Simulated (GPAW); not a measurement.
TiCo:

```
Co Ti
1.0
     2.98611    0.00000    0.00000
     0.00000    2.98611    0.00000
     0.00000    0.00000    2.98611
Co Ti
1 1
Direct
  0.50000 0.50000 0.50000
  0.00000 0.00000 0.00000
```

The cell comes from a database or a generator and needn't be the stable form of this composition.

Alike in all runs: program GPAW 26.7.0; functional PBEsol; potentials or basis PAW data sets generated in the run's folder for this functional; cutoff 600 eV; basis pw; k mesh 9 × 9 × 9; occupations fermi-dirac, width 0.05 eV.

Starts and where they ended:

| start | free energy over the lowest (meV/atom) | net moment (μB) | site or absolute moments (μB) | gap |
| --- | --- | --- | --- | --- |
| no spin polarisation | 15.4 | - | - | none (metal or under the smearing width) |
| collinear spin, antiferromagnetic start of up to 2 μB | 0.0 | 0.71 | Co +0.77; Ti -0.02 | none (metal or under the smearing width) |
| collinear spin, ferromagnetic start of up to 2 μB | 0.0 | 0.71 | Co +0.77; Ti -0.02 | none (metal or under the smearing width) |
| collinear spin, ferromagnetic start of up to 3.5 μB | 0.0 | 0.71 | Co +0.77; Ti -0.02 | none (metal or under the smearing width) |
| collinear spin, antiferromagnetic start of up to 3.5 μB | 0.0 | 0.71 | Co +0.77; Ti -0.02 | none (metal or under the smearing width) |

Allowing spin polarisation gains 15 meV/atom. A still lower state may exist.
